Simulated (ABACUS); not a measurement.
A run of ABACUS 3.10.1 is set up as follows.

File INPUT:

```
INPUT_PARAMETERS
suffix              TePb
calculation         nscf
basis_type          pw
pseudo_dir          ./
symmetry            -1
dft_functional      GGA_X_B86_MGC+GGA_C_PBE
ecutwfc             40.0
pseudo_rcut         10
nspin               1
nbands              20
ks_solver           dav
smearing_method     fd
smearing_sigma      0.00367493
scf_thr             1e-08
scf_nmax            100
mixing_type         broyden
mixing_beta         0.7
ecutrho             320.0
init_chg            file
pw_diag_thr         1e-07
out_band            1
kpar                4
```

File STRU:

```
ATOMIC_SPECIES
Pb 207.2000 pb_pbe_v1.uspp.F.UPF
Te 127.6000 te_pbe_v1.uspp.F.UPF

LATTICE_CONSTANT
1.8897261246

LATTICE_VECTORS
0.0000000000 3.2310000000 3.2310000000
3.2310000000 0.0000000000 3.2310000000
3.2310000000 3.2310000000 0.0000000000

ATOMIC_POSITIONS
Direct

Pb
0.0
1
0.0000000000 0.0000000000 0.0000000000 1 1 1

Te
0.0
1
0.5000000000 0.5000000000 0.5000000000 1 1 1
```

Contents of KPT:

```
K_POINTS
12
Line
0.00000000 0.00000000 0.00000000 10 // G
0.50000000 0.00000000 0.50000000 10 // X
0.50000000 0.25000000 0.75000000 10 // W
0.37500000 0.37500000 0.75000000 10 // K
0.00000000 0.00000000 0.00000000 10 // G
0.50000000 0.50000000 0.50000000 10 // L
0.62500000 0.25000000 0.62500000 10 // U
0.50000000 0.25000000 0.75000000 10 // W
0.50000000 0.50000000 0.50000000 10 // L
0.37500000 0.37500000 0.75000000 1 // K
0.62500000 0.25000000 0.62500000 10 // U
0.50000000 0.00000000 0.50000000 1 // X
```

Potentials or basis: GBRV ultrasoft 1.5 PBE, plane waves.

Run with:

```console
$ OMP_NUM_THREADS=1 mpirun -np 4 abacus > log
```

(1) What does it give for the band gap along the path?

## Answers

(1) 0.72 eV, direct.

Caveat: the density is read from an earlier self-consistent run, whose mesh may be coarse; spin-orbit coupling is left out, which moves the levels of the heavy elements.

**Experimental background.**

A printed reference work, monograph reports, for a bulk crystal of TePb at 4.2 K: band gap 0.19 eV (direct).

A measured gap of TePb is 0.19 eV (direct; 4.2 K; a printed reference work, monograph); the calculated 0.72 eV misses it by +0.53 eV. Spin-orbit coupling on Pb, Te is left out. The value is that of B86bPBE, without temperature or zero-point motion.
